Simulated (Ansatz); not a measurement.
Bulk crystal (K) after relaxation:

```
K
1.0
    -2.63737    2.63737    2.63737
     2.63737   -2.63737    2.63737
     2.63737    2.63737   -2.63737
K
1
Cartesian
  0.0000 0.0000 0.0000
```

Miller indices refer to the conventional cell of Im-3m (No. 229), a = 5.275 Å, b = 5.275 Å, c = 5.275 Å, α = 90.00°, β = 90.00°, γ = 90.00°.

The (110) slab of 3 planes, 7.5 Å thick with 15 Å of vacuum as cut; outer planes K (top) and K (bottom).

All numbers below come from DFT PBE, scalar-relativistic, plane waves, PAW in Ansatz 0.2.0. Cutoff 420 eV; k points 8×8×1 on the computed 3-atom cell (Γ-centred); Gaussian smearing, width 0.10 eV; no spin polarisation. The cell repeats along c with a dipole correction in the vacuum.

The surface energy is small: either the cut is weakly bound (this functional has no dispersion correction), or the bulk reference is not the lowest structure.

With the atoms at the bulk's places:

| Item | Value |
| --- | --- |
| Surface energy (mean of both faces) | 0.11 J/m² |
| Work function | 2.41 eV |

Task: What changes when all atoms relax within this surface cell and its symmetry?

Result: The energy changes by under 0.001 J/m² a face. No atom moved: the forces on the slab as cut lay under the relaxation's threshold already, so smaller changes of the spacings aren't resolved.

- Surface energy (mean of both faces): 0.11 J/m²
- Work function: 2.41 eV

```csv
plane (bottom to top),atoms,"spacing to next, bulk (Å)",relaxed (Å),change (%)
1,K,3.730,3.730,0.0
2,K,3.730,3.730,0.0
3,K,,,
```

In some of the runs charge leaks into the vacuum, so their work functions can be off.